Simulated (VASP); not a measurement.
Here is a VASP 6.6.1 calculation.

The input INCAR:

```
SYSTEM = B
ALGO     = Normal         ! electronic algorithm
EDIFF    = 1E-6           ! SCF threshold, eV
ENCUT    = 520            ! plane-wave cutoff, eV
GGA      = RE             ! functional
ISIF     = 2              ! what is computed and relaxed
ISMEAR   = -1             ! smearing method
LASPH    = .True.         ! aspherical terms in the spheres
LCHARG   = .True.         ! write CHGCAR
LELF     = .True.         ! ELF
LREAL    = .False.        ! projectors in reciprocal space
LVHAR    = .True.       
LWAVE    = .False.        ! write WAVECAR
NBANDS   = 8              ! bands
NELM     = 80             ! most SCF steps
PREC     = Accurate       ! precision mode
SIGMA    = 0.1            ! smearing width, eV
```

KPOINTS

```
k-points
0
Gamma
  21 21 21
  0 0 0
```

POSCAR

```
B
1.0
   -1.1593976668      1.1593976668      1.1593976668
    1.1593976668     -1.1593976668      1.1593976668
    1.1593976668      1.1593976668     -1.1593976668
B
1
Direct
    0.0000000000      0.0000000000      0.0000000000
```

Potentials or basis: VASP PAW PBE potentials, release 64 (B).

Run with:

```bash
$ cat potpaw_PBE.64/B/POTCAR > POTCAR
$ mpirun -np 1 vasp_std > vasp.out
```

**Question.** What does it give for the pressure?

**Answer.** -0.3 GPa.

**Question.** Predict the band gap on the k mesh.

**Answer.** None (metal or under the smearing width).

Caveat: the PAW data sets were made with another functional, which shifts forces and pressure a little.
